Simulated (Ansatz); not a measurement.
# Electric field gradients in FeO

These are results of Ansatz 0.2.0, DFT PBE+U, scalar-relativistic, plane waves, PAW, not measurements. Cutoff 420 eV, 12×12×12 k-points (Γ-centred), Gaussian smearing of 0.02 eV. U_eff = 5.3 eV on Fe d. Collinear spin, site moments 3.5, 0.2 μB.

Relaxed structure:
```yaml
crystal:
  lattice:
    - [1.58453, 0.91483, 2.48279]
    - [-1.58453, 0.91483, 2.48279]
    - [0.00000, -1.82965, 2.48279]
  atoms:
    - { symbol: Fe, position: [0.00000, 0.00000, 0.00000] }
    - { symbol: O, position: [0.50000, 0.50000, 0.50000] }
```

The magnetic state is the one reached from the starting moments and may not be the lowest.

Give V_zz (10²¹ V/m²) and the asymmetry η at each distinct site.

Answers

```csv
atom,V_zz,η
Fe (atom 1),-21.06,0.00
O (atom 2),-0.925,0.00
```

Cost: 1 run of about 1.4 core-minutes, on Arm Neoverse V1 (shared hosts).